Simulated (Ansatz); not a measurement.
# HgSe under changes of volume

One of the cells (27.505 Å³/atom); the others are scaled copies at fixed shape and fractional positions:

```
Hg Se
1.0
     0.00000    3.01860    3.01860
     3.01860    0.00000    3.01860
     3.01860    3.01860    0.00000
Hg Se
1 1
Direct
  0.00000 0.00000 0.00000
  0.75000 0.75000 0.75000
```

```yaml
Program: Ansatz 0.2.0
Functional: revPBE0
Potentials_or_basis: Ansatz PAW
Cutoff: "420 eV (not typed: the program's choice for these potentials)"
k_mesh: 4 × 4 × 4
Occupations: fermi-dirac, width 0.05 eV
Spin: no spin polarisation
```

```csv
volume (Å³/atom),energy over the lowest point (meV/atom),pressure (GPa),gap on the mesh (eV)
26.383,78.20,8.8,0.73
26.944,50.54,7.0,0.70
27.505,?,?,?
28.067,12.03,4.1,0.62
28.628,0.00,2.8,0.58
```

What does the run at 27.505 Å³/atom give?

Energy over the lowest point 28.63 meV/atom; pressure 5.5 GPa; gap on the mesh 0.66 eV.

Worked out: A Birch-Murnaghan fit of order 2 (a polynomial in V^(-2/3)) to the other rows has no minimum within the range. It gives 28.70 meV/atom at 27.505 Å³/atom, against the run's 28.63, and -dE/dV = 5.5 GPa, against 5.5. A straight line through the other rows of the gap, of slope -1.86 eV per unit of ln V (its deformation potential), gives 0.66 eV, against the run's 0.66.

Energies are extrapolated to zero smearing.

Caveats: all runs use coarse meshes; spin-orbit coupling is left out, which moves the levels of the heavy elements; the PAW data sets come from PBE, with cores solved anew for the run's functional, which leaves a small shift of forces and pressure; the thresholds are loose for stress.
